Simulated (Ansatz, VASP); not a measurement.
## C (V_C) in two plane-wave programs

Wanted: the spread between two codes on one cell, functional and k mesh. The cell is taken from a series of runs on this material, whose earlier steps may have relaxed, scaled, displaced or heated it; both programs get it as it stands.

Program: Ansatz 0.2.0. Level of theory: plane waves, with VASP 6.6.1 beside it; single point at PBE0 form with 17 % exact exchange with an exact-exchange share of 0.17. Results are calculated unless marked as measured.

In doubt: the hybrid run may have settled on a false gap or state (step 3), so the values of those runs are not to be relied on; a hybrid run on one k-point (step 3), which bears on gaps, levels and energies.

## 1. Set-up

The cell holds 53 atoms: 53 C. Its edges and angles: a = 7.576 Å, b = 7.576 Å, c = 7.576 Å, α = 60.0°, β = 60.0°, γ = 60.0°. It derives from C (C (Fd-3m)). Nearest the centre at fractional (0.417, 0.417, 0.417): C32 at 1.70 Å, C44 at 1.71 Å, C28 at 1.71 Å, C27 at 1.71 Å, C29 at 2.48 Å, C16 at 2.48 Å, C39 at 2.48 Å, C26 at 2.49 Å.

Coordinates:

```xyz
53
Lattice="0.0000 5.3573 5.3573 5.3573 0.0000 5.3573 5.3573 5.3573 0.0000" Properties=species:S:1:pos:R:3 pbc="T T T"
C     5.3518    5.3571   10.7050
C     0.8853    0.8906    0.8868
C     1.7803    1.7851    0.0126
C     2.6748    2.6801    0.8868
C     8.9229    8.9283   10.7049
C     4.4586    4.4640    0.8827
C     7.1373   10.7098    7.1373
C     2.6747    0.8907    2.6729
C     3.5704    7.1428    7.1372
C     4.4534    2.6838    2.6714
C     5.3501    8.9299    7.1304
C     6.2388    4.4693    2.6715
C     8.9229    5.3572    3.5695
C     4.4587    0.8965    4.4586
C     5.3451    1.7923    3.5706
C     6.2128    2.7099    4.4528
C     7.1303    3.5776    3.5706
C     8.0262    4.4640    4.4585
C    10.7046    7.1427    7.1372
C     0.8853    2.6802    2.6729
C     7.1374    3.5756    7.1371
C     2.6784    4.4587    2.6714
C     8.9246    5.3555    7.1304
C     4.4639    6.2442    2.6714
C     1.7801    1.7855    3.5471
C     2.7044    2.7098    4.4643
C     3.4808    3.4862    3.4599
C     5.4365    5.4419    3.4600
C     6.2128    6.2182    4.4643
C     3.5722    1.7924    5.3465
C     4.4639    2.6839    6.2456
C     5.4367    3.4861    5.4571
C     6.2389    4.4588    6.2456
C     7.1303    5.3506    5.3464
C     8.0285    6.2515    6.2401
C    10.7091    8.9282    8.9268
C     0.8911    4.4640    4.4585
C     1.7870    5.3505    3.5706
C     2.7043    6.2184    4.4527
C     3.5722    7.1358    3.5705
C     4.4587    8.0316    4.4585
C     1.7869    3.5776    5.3464
C     2.6783    4.4694    6.2457
C     3.4806    5.4421    5.4572
C     4.4533    6.2444    6.2456
C     5.3451    7.1357    5.3464
C     6.2461    8.0340    6.2401
C     8.9246    8.9299    7.1440
C     4.4587    4.4641    8.0343
C     5.3502    5.3555    7.1440
C     6.2462    6.2515    8.0343
C     7.1373    7.1427    7.1372
C     8.0285    8.0339    8.0343
```

## 2. VASP: single point, PBE0 form with 17 % exact exchange with an exact-exchange share of 0.17

A single point gives forces, pressure and levels at one fixed geometry, so differences don't come from the geometry; what else differs is listed under the comparison.

Lines of VASP's logs that name or quote its potential files are left out, and so is its time.

The run reads the wave functions of an earlier VASP run, which isn't shown here.

INCAR

```
SYSTEM = C
PREC = Accurate
ENCUT = 520
EDIFF = 1E-06
NELM = 100
ISMEAR = -1
SIGMA = 0.01
LREAL = Auto
ALGO = Normal
LHFCALC = .TRUE.
AEXX = 0.17
GGA = PE
LASPH = .TRUE.
NBANDS = 143
PRECFOCK = Fast
LORBIT = 11
LWAVE = .FALSE.
LCHARG = .FALSE.
ISIF = 2
```

POSCAR

```
C
1.0
    0.0000000000      5.3573435392      5.3573435392
    5.3573435392      0.0000000000      5.3573435392
    5.3573435392      5.3573435392      0.0000000000
C
53
Direct
    0.9995910990      0.9985968528      0.0003698662
    0.0832625642      0.0822763175      0.0829687953
    0.0016204756      0.0007236849      0.3315880258
    0.0832580792      0.0822711310      0.4170078262
    0.9995869814      0.9985934945      0.6669578017
    0.0828890174      0.0818777665      0.7503675011
    0.9995347752      0.3327047408      0.9995469491
    0.0829553447      0.4159714721      0.0832955149
    0.9995314079      0.3327051313      0.3337359738
    0.0841714068      0.4144784169      0.4167832156
    0.9995805046      0.3313785653      0.6672771050
    0.0841766058      0.4144795030      0.7500596144
    0.0003536634      0.6659277910      0.9996180796
    0.0836585857      0.7485806562      0.0836790421
    0.0016631471      0.6648274743      0.3328928903
    0.0886504075      0.7425096659      0.4171756273
    0.0016645675      0.6648271964      0.6661214437
    0.0836610184      0.7485691732      0.7495967449
    0.3336879919      0.9985435436      0.9995652420
    0.4169732705      0.0819470746      0.0833031632
    0.3336799148      0.9985299895      0.3337315399
    0.4154823058      0.0831646884      0.4167845180
    0.3323760003      0.9985790926      0.6672804719
    0.4154815154      0.0831639821      0.7500678200
    0.3315526119      0.3305485131      0.0017296516
    0.4171613287      0.4161446195      0.0886525478
    0.3234147371      0.3224036876      0.3273159837
    0.3234225465      0.3224106543      0.6923665181
    0.4171536228      0.4161428350      0.7435396882
    0.3328793617      0.6650937256      0.0016893882
    0.4167697361      0.7490370870      0.0841973522
    0.3272676725      0.6913604206      0.3234429006
    0.4167680053      0.7490400923      0.4155061035
    0.3328760956      0.6650896018      0.6658580822
    0.4165396932      0.7482306054      0.7503642377
    0.6669258543      0.9993453226      0.9996157098
    0.7495711977      0.0826517795      0.0836867483
    0.6658215739      0.0006577308      0.3329021604
    0.7435416367      0.0876022506      0.4171826700
    0.6658266802      0.0006500951      0.6661320804
    0.7495659354      0.0826497088      0.7496024921
    0.6661058042      0.3318583139      0.0016908206
    0.7500726662      0.4157452954      0.0841916971
    0.6923820583      0.3262611518      0.3234343582
    0.7500591834      0.4157418774      0.4155106759
    0.6660997257      0.3318582113      0.6658510058
    0.7492416445      0.4155258845      0.7503775070
    0.6672473278      0.6662479918      0.9996078738
    0.7503432139      0.7493422701      0.0829169186
    0.6672483510      0.6662436964      0.3324136592
    0.7503351801      0.7493499608      0.4165619065
    0.6666133022      0.6656115856      0.6666398480
    0.7503393313      0.7493412432      0.7492625424
```

KPOINTS

```
Automatic mesh
0
Gamma
1 1 1
0 0 0
```

The projector-augmented-wave data sets are C (PBE family, release 64).

Launch:

```
$ export OMP_NUM_THREADS=3
$ mpirun -np 1 vasp_gam
```

Numbers of over 12 decimals in the logs are rounded to 6 here.

The log of the run:

```text
[banner, memory and clock lines left out]
running    1 mpi-ranks, on    1 nodes
[...]
Offloading initialized ...    1 GPUs detected
[...]
LDA part: xc-table for (Slater+PW92), standard interpolation
 found WAVECAR, reading the header
 POSCAR, INCAR and KPOINTS ok, starting setup
[...]
reading WAVECAR
 the WAVECAR file was read successfully
 initial charge from wavefunction
 entering main loop
       N       E                     dE             d eps       ncg     rms          rms(c)
DAV:   1    -0.534588216084E+03   -0.53459E+03   -0.32863E+00   316   0.520E+00    0.260E+00
DAV:   2    -0.534593828072E+03   -0.56120E-02   -0.53346E-02   332   0.612E-01    0.156E+00
DAV:   3    -0.534587021345E+03    0.68067E-02   -0.62149E-03   332   0.214E-01    0.854E-01
DAV:   4    -0.534585097041E+03    0.19243E-02   -0.16242E-03   340   0.110E-01    0.460E-01
[...]
DAV:   8    -0.534584359007E+03    0.99093E-05   -0.80724E-06   348   0.833E-03    0.408E-02
DAV:   9    -0.534584356599E+03    0.24079E-05   -0.30010E-06   244   0.561E-03    0.230E-02
DAV:  10    -0.534584356711E+03   -0.11195E-06   -0.14789E-06   188   0.337E-03
   1 F= -.53458436E+03 E0= -.53458436E+03  d E =-.512411E-11
```

From OUTCAR (step 2):

```text
  Total       -7.4036635     -7.4039908     10.2574185     -0.0071769     -0.0028038      0.0117225
  in kB      -38.5725874    -38.5742926     53.4404581     -0.0373912     -0.0146077      0.0610736
  external PRESSURE =      -7.9021406 kB  Pullay stress =       0.0000000 kB

 POSITION                                       TOTAL-FORCE (eV/Angst)
 -----------------------------------------------------------------------------------
      5.35181      5.35713     10.70498         0.004993      0.008085      0.009102
      0.88527      0.89056      0.88685         0.002895      0.001938      0.015574
      1.78031      1.78511      0.01256        -0.002079      0.006307      0.069973
      2.67481      2.68010      0.88680         0.008978      0.006018      0.012442
      8.92293      8.92825     10.70494        -0.007220     -0.006400      0.008065
      4.45862      4.46404      0.88271        -0.004211     -0.004639      0.001010
      7.13733     10.70977      7.13726         0.003053     -0.014350      0.005150
      2.67474      0.89066      2.67292         0.008204     -0.001461     -0.010186
      3.57035      7.14277      7.13725         0.009449     -0.003302     -0.004009
      4.45335      2.68379      2.67144         0.008770     -0.043340     -0.038189
      5.35014      8.92993      7.13040        -0.018905      0.009364      0.023573
      6.23884      4.46929      2.67147         0.045242     -0.006192     -0.038594
      8.92290      5.35719      3.56950        -0.008116      0.006112     -0.014876
      4.45870      0.89649      4.45859        -0.004084      0.002200     -0.004914
[...]
-----------------------------------------------------------------------------------
    total drift:                               -0.024325     -0.036236      0.024428

  FREE ENERGIE OF THE ION-ELECTRON SYSTEM (eV)
  ---------------------------------------------------
  free  energy   TOTEN  =      -534.5843567112 eV

  energy  without entropy=     -534.5843567112  energy(sigma->0) =     -534.58435671

[... 3 further parts left out ...]
[key lines of the parts left out:]
E-fermi :  11.2139
```

The run ends at a pressure of -0.79 GPa, with forces up to 0.070 eV/Å.

(Continued in part 2 of 2.)

[Lines on the potential files, build, host, timing and source positions are cut from VASP's logs without a mark.]

[Logs are printed without paths, hosts, clocks, repeated set-up lines and the standing remarks that a program may print on its own settings, such as how far it seeks lower states.]

[Hosts, paths, dates, database ids (printed as entryN), source tags and the programs' standing remarks are cut or masked in the printed files.]
